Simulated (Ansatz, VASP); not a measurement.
Two plane-wave programs on Pt

File INCAR:

```
PREC = Accurate
ENCUT = 520
EDIFF = 1E-7
ISMEAR = 0
SIGMA = 0.15
LREAL = False
LASPH = True
NELM = 60
ALGO = Normal
ISIF = 2
LWAVE = False
LCHARG = True
GGA = PS
LELF = True
LVHAR = True
NBANDS = 11
```

File KPOINTS:

```
Automatic mesh
0
Gamma
  20 20 20
```

POSCAR

```
Pt
1.0
    0.0000000000      1.8991630000      1.8991630000
    1.8991630000      0.0000000000      1.8991630000
    1.8991630000      1.8991630000      0.0000000000
Pt
1
Direct
    0.0000000000      0.0000000000      0.0000000000
```

Input for Ansatz:

```yaml
crystal:
  lattice:
    - [0.0, 1.899163, 1.899163]
    - [1.899163, 0.0, 1.899163]
    - [1.899163, 1.899163, 0.0]
  atoms:
    - { symbol: Pt, position: [0.0, 0.0, 0.0] }
basis:
  ecutwfc: 420
kpoints:
  mp_grid: { grid: [20, 20, 20] }
hamiltonian:
  xc: pbesol
scf:
  occupations: { method: gaussian, width: 0.15 }
output:
  forces: true
  stress: true
  eigenvalues: true
```

Change from the starting cell: strain -0.030 along x and y, -0.030 along z, atoms carried along.

Alike in both runs: task single point; functional PBEsol; k mesh 20 × 20 × 20; occupations gaussian, width 0.15 eV; no spin polarisation.

```csv
,VASP,Ansatz
version,VASP 6.6.1,Ansatz 0.2.0
potentials or method,"VASP PAW PBE potentials, release 64 (Pt)","scalar-relativistic, plane waves, PAW"
plane-wave cutoff (eV),520,420
valence electrons in the cell,10,18
```

|  | VASP | Ansatz | Ansatz less VASP |
| --- | --- | --- | --- |
| gap on the k mesh at the Fermi level (eV) | none | none | - |
| pressure (GPa) | 34.0 | 34.4 | +0.34 |

A gap of «none» marks a metal or a gap that the smearing closes. The two sets of potentials don't hold the same shells in valence.

Caveats: so large a pressure means that the cell lies far from this level's equilibrium, or that cutoff or potentials fall short (VASP); the potentials were made for another functional, which shifts forces and pressure (VASP). Spin-orbit coupling is left out, which matters for the levels of Pt.
